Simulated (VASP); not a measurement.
Crystal: SiC.

```xyz
8
Lattice="3.0757 0.0000 0.0000 -1.5378 2.6636 0.0000 0.0000 0.0000 10.0706" Properties=species:S:1:pos:R:3 pbc="T T T"
Si    0.0000    0.0000    1.8922
Si    0.0000    0.0000    6.9275
Si    0.0000    1.7758    4.4094
Si    1.5378    0.8879    9.4447
C     0.0000    0.0000    0.0046
C     0.0000    0.0000    5.0400
C     0.0000    1.7758    2.5157
C     1.5378    0.8879    7.5510
```

The cell is a database's computed one.

- Program: VASP 6.6.1
- Task: relaxation of cell and atoms
- Functional: PBE
- Potentials or basis: VASP PAW PBE potentials, release 64 (Si, C)
- Cutoff: 600 eV
- k mesh: 10 × 10 × 3
- Occupations: fermi-dirac, width 0.05 eV
- Spin: no spin polarisation

At the start: pressure 3.7 GPa; volume 10.31 Å³/atom.

Problem. How do energy, volume and symmetry change on relaxing?

Solution. Over 3 steps the energy falls by 2.0 meV/atom and the volume is 10.49 Å³/atom (+1.7 %); space group P6_3mc (No. 186, to 0.05 Å).

Step by step:
```tsv
step	energy change (eV)	largest force (eV/Å)	pressure (GPa)	volume (Å³)
1	0.0000	0.0054	3.72	82.50
2	0.0009	0.0171	-3.60	85.40
3	-0.0161	0.0065	0.00	83.91
```

Final structure:
```xyz
8
Lattice="3.0933 0.0000 0.0000 -1.5467 2.6789 0.0000 0.0000 0.0000 10.1263" Properties=species:S:1:pos:R:3 pbc="T T T"
Si    0.0000    0.0000    1.9027
Si    3.0933    0.0000    6.9659
Si    0.0000    1.7859    4.4336
Si    1.5467    0.8930    9.4968
C     0.0000    0.0000    0.0046
C     0.0000    0.0000    5.0678
C     0.0000    1.7859    2.5297
C     1.5467    0.8930    7.5929
```
